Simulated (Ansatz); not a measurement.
The cell is COD entry 9008837, as deposited and not checked against the literature; nothing was relaxed. It differs from other determinations. The listed cell was then made from it by scaling, straining or moving an atom.

BeSe: DFT, PBEsol, all-electron PAW with datasets made for the crystal, scalar-relativistic (Ansatz 0.2.0). What sets it apart from a plain run of this crystal: volume scaled by 0.9405.

Command: `ansatz run input.yaml --threads 1 --pin off --max-ram 3072MiB --backend cpu --events-out ev --progress --plain --runs-dir out` The run took 3.6 s on 1 thread of Arm Neoverse V2, with other jobs on the host, peak memory 0.36 GiB.

```yaml
crystal:
  lattice:
    - [0.0, 2.4836910002, 2.4836910002]
    - [2.4836910002, 0.0, 2.4836910002]
    - [2.4836910002, 2.4836910002, 0.0]
  atoms:
    - { symbol: Be, position: [0.0, 0.0, 0.0] }
    - { symbol: Se, position: [0.75, 0.75, 0.75] }
kpoints:
  mp_grid: { grid: [10, 10, 10] }
scf:
  occupations: { method: fermi_dirac, width: 0.03 }
hamiltonian:
  xc: pbesol
  pseudopotentials: { kind: all_electron, datasets: crystal }
output:
  forces: true
  stress: true
  eigenvalues: true
  efg: { contact_densities: true }
```

Output (standing set-up lines are left out):

```
hamiltonian.pseudopotentials.datasets: crystal makes datasets for this crystal and solves the spheres of its atoms anew in each pass: cutoff 220.0 eV, the density's 1100.0 eV; for an error of 0.50 meV an atom under PBE, 1.0 meV for the cell; an energy difference from a run of another recipe may be off by several times the error for the cell, under r2SCAN by more, where some 0.1 meV an atom stays at smaller errors; Be in spheres of 1.058 Å, 2 of its electrons in bands; Se in spheres of 1.085 Å, 6 of its electrons in bands, 10 on its site; only band paths and densities of states list, in semicore columns, the levels of the semicore shells that are solved separately: 3d of Se
Crystal: 2 atoms, lattice volume = 30.642 Å³
Space group: F-43m (ITA 216), of the structure as read, at distance tolerance 3.1e-5 Å
PAW one-centre angular grid: Be, 110 points (default); XC on its mesh's 2013 points in the sphere
PAW one-centre angular grid: Se, 110 points (default); XC on its mesh's 1825 points in the sphere
iter 1 solved again at ethr=7.18e-3 eV; its pass at ethr=1.00e-1 eV (dr2=5.74e-1 eV) is discarded
SCF iter   1: F=—  HF=-66481.891134 eV  |F-HF|=—  |Δ(HF+E_count)|=         —  Δρ=4.21e-2  dr2=5.58e-1  ethr=7.18e-3  ⟨swp⟩=3.0  Hψ=2577  notcnv=0
preconditioner: auto → none  [insulator: Δε(μ)=2.510 eV  Ē_g=12.845 eV  σ=0.030 eV  W_gap=1.00  n_scr=0 (ndim 8)  ℏωp=19.0 eV  f_vac=0.002  D(μ)=0.00/eV (n_scr^D=0)  ε∞_Penn≈3.2]
SCF iter   2: F=—  HF=-66481.826869 eV  |F-HF|=—  |Δ(HF+E_count)|=   6.43e-2  Δρ=1.76e-2  dr2=8.26e-2  ethr=6.98e-3  ⟨swp⟩=2.0  Hψ=753  notcnv=0
iter 3 solved again at ethr=6.46e-6 eV; its pass at ethr=1.03e-3 eV (dr2=5.17e-4 eV) is discarded
SCF iter   3: F=—  HF=-66481.838401 eV  |F-HF|=—  |Δ(HF+E_count)|=   1.15e-2  Δρ=1.64e-3  dr2=5.25e-4  ethr=6.46e-6  ⟨swp⟩=2.8  Hψ=1894  notcnv=0
SCF iter   4: F=—  HF=-66481.838820 eV  |F-HF|=—  |Δ(HF+E_count)|=   4.19e-4  Δρ=5.47e-4  dr2=5.24e-5  ethr=6.46e-6  ⟨swp⟩=2.0  Hψ=582  notcnv=0
SCF iter   5: F=—  HF=-66481.838880 eV  |F-HF|=—  |Δ(HF+E_count)|=   5.98e-5  Δρ=1.48e-4  dr2=9.06e-6  ethr=6.55e-7  ⟨swp⟩=2.7  Hψ=599  notcnv=0
SCF iter   6: F=—  HF=-66481.838876 eV  |F-HF|=—  |Δ(HF+E_count)|=   3.73e-6  Δρ=1.94e-5  dr2=1.73e-7  ethr=1.13e-7  ⟨swp⟩=3.0  Hψ=642  notcnv=0
SCF iter   7: F=-66481.838876 eV  HF=-66481.838876 eV  |F-HF|=1.25e-9  |Δ(HF+E_count)|=   7.74e-8  Δρ=2.30e-6  dr2=1.79e-9  ethr=2.17e-9  ⟨swp⟩=3.0  Hψ=658  notcnv=0
SCF 1 converged in 7 iterations: F = -66481.838868 eV  dr2 = 1.79e-9
  Residual-converged pass: ⟨swp⟩=3.0  Hψ=729  notcnv=0  max |occ|·‖R‖ = 5.1e-6 eV (tolerance 5.3e-6 eV)  dr2=1.83e-9  dr2_onsite=5.23e-9  max |Δocc| = 3.9e-21
  greatest PAW one-centre occupation: 0.633 electrons in one spin orbital (limit 2), on the Se atom at site 1 (counted from 0), in its partial waves of l = 0
SCF converged after 7 iterations
Free energy (F): -66481.838868 eV
Harris-Foulkes:  -66481.838868 eV  (|F-HF|=1.25e-9)
Internal energy: -66481.838868 eV  (E = F + TS)
E sigma→0 (E₀):  -66481.838868 eV
Past the cutoff: the bands carry plane waves up to 1.75 times it, of which those up to 1.5 times it add -0.000178 eV an atom, each by itself; the spheres take 0.000088 eV an atom off the energy for waves past 1.75 times it
By the cutoff:   a pressure is off by up to 0.005 GPa (1.2 times the spheres' own share and the shells' term, over an atom's volume, and 0.004 GPa: a bound that held against runs at twice the plane waves)
Past the cutoffs: a stress includes 0.0018 GPa for waves and charges beyond them, in addition to the slope of what the spheres take
In the spheres:  the bands' charges fall short by 1.6e-6 e at most (sound up to 1e-3), those of shells solved beside the bands by 1.1e-7 e (sound up to 5e-4)
Fermi energy:    10.055506 eV
--- Per-component energies (eV) ---
  The terms above E_closure are by the made datasets' own strengths, without shells solved beside the bands.
--- Forces (eV/Å), atoms counted from 1 ---
  atom   1  Be    -0.00000000    -0.00000000    -0.00000000
  atom   2  Se     0.00000000     0.00000000    -0.00000000
  max |Σ_I F_I| component: 2.53e-16 eV/Å
--- Stress (GPa, compression-positive) ---
        9.154534      -0.000000      -0.000000
        0.000000       9.154534       0.000000
       -0.000000       0.000000       9.154534
  P = ⅓ Tr σ = 9.1545 GPa (91.545 kbar)
  It holds what live shells' own plane waves past their cutoff add
--- PAW observables at the nuclei: V_zz in 10²¹ V/m², potentials from the cell's mean, atoms counted from 1 ---
  atom   1  Be V_zz =    +0.000000   η = 0.0000   by run symmetry: forbidden
            electrostatic potential = -242.690184 V   contact ρ = 235.830849 e/Å³
  atom   2  Se V_zz =    -0.000000   η = 0.0000   by run symmetry: forbidden
            electrostatic potential = -4708.766463 V   contact ρ = 262448.184625 e/Å³
--- Band table (eV; the first three rows and the last of 47) ---
  k-point 0: bands = ["-5.6217", "8.9372", "8.9372", "8.9372", "13.8933", "13.8933"]
  k-point 1: bands = ["-5.5064", "7.9131", "8.7677", "8.7677", "13.7585", "14.1664"]
  k-point 2: bands = ["-5.1769", "6.0463", "8.3959", "8.3959", "13.7012", "14.6994"]
  k-point 46: bands = ["-3.3807", "3.8868", "4.7396", "5.1328", "14.1966", "15.5277"]
```
